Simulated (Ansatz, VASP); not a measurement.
## One calculation of Rb, two programs

INCAR

```
SYSTEM = Rb
PREC = Accurate
ENCUT = 520
EDIFF = 1E-7
ISMEAR = 0
SIGMA = 0.15
LREAL = .False.
LASPH = .True.
NELM = 80
ALGO = Normal
ISIF = 2
LWAVE = .False.
LCHARG = .False.
GGA = PS
NBANDS = 10
```

KPOINTS

```
Automatic mesh
0
Gamma
  12 12 12
  0 0 0
```

File POSCAR:

```
Rb
1.0
   -2.6937600000      2.6937600000      2.8060000000
    2.6937600000     -2.6937600000      2.8060000000
    2.6937600000      2.6937600000     -2.8060000000
Rb
1
Direct
    0.0000000000      0.0000000000      0.0000000000
```

Input for Ansatz:

```yaml
crystal:
  lattice:
    - [-2.69376, 2.69376, 2.806]
    - [2.69376, -2.69376, 2.806]
    - [2.69376, 2.69376, -2.806]
  atoms:
    - { symbol: Rb, position: [0.0, 0.0, 0.0] }
basis:
  ecutwfc: 420
kpoints:
  mp_grid: { grid: [12, 12, 12] }
hamiltonian:
  xc: pbesol
scf:
  occupations: { method: gaussian, width: 0.15 }
output:
  forces: true
  stress: true
  eigenvalues: true
```

Change from the starting cell: strain -0.040 along x and y, +0.000 along z, atoms carried along.

Alike in both runs: task single point; functional PBEsol; k mesh 12 × 12 × 12; occupations gaussian, width 0.15 eV; no spin polarisation.

|  | VASP | Ansatz |
| --- | --- | --- |
| version | VASP 6.6.1 | Ansatz 0.2.0 |
| potentials or method | VASP PAW PBE potentials, release 64 (Rb_sv) | scalar-relativistic, plane waves, PAW |
| plane-wave cutoff (eV) | 520 | 420 |
| valence electrons in the cell | 9 | 9 |

```csv
,VASP,Ansatz,Ansatz less VASP
gap on the k mesh at the Fermi level (eV),none,none,-
pressure (GPa),0.2,0.2,0.00
```

A gap of «none» marks a metal or a gap that the smearing closes.

Caveats: the PAW data sets were made with another functional, which shifts forces and pressure a little (VASP).
